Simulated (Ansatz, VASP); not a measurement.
## Two plane-wave programs on CdTe

```
CELL_PARAMETERS angstrom
0.00000 3.16885 3.16885
3.16885 0.00000 3.16885
3.16885 3.16885 0.00000
ATOMIC_POSITIONS crystal
Cd 0.00000 0.00000 0.00000
Te 0.75000 0.75000 0.75000
```

Alike in both runs: functional PBE; k mesh 8 × 8 × 8; occupations fermi-dirac, width 0.03 eV; no spin polarisation.

Ansatz relaxed the structure, and its values are those at the end. VASP's run is a single point on that final structure, the one shown.

|  | VASP | Ansatz |
| --- | --- | --- |
| version | VASP 6.6.1 | Ansatz 0.2.0 |
| potentials or method | VASP PAW PBE potentials, release 64 (Cd, Te) | PAW with Ansatz's default frozen-core files, scalar-relativistic |
| plane-wave cutoff (eV) | 520 | 420 |
| valence electrons in the cell | 18 | 36 |

```csv
,VASP,Ansatz,Ansatz less VASP
pressure (GPa),6.4,6.2,-0.18
```

The functional is the same, so the differences come from potentials, cutoffs and numerics. The two sets of potentials don't hold the same shells in valence. Ansatz warned: «stress_scf_threshold_loose».
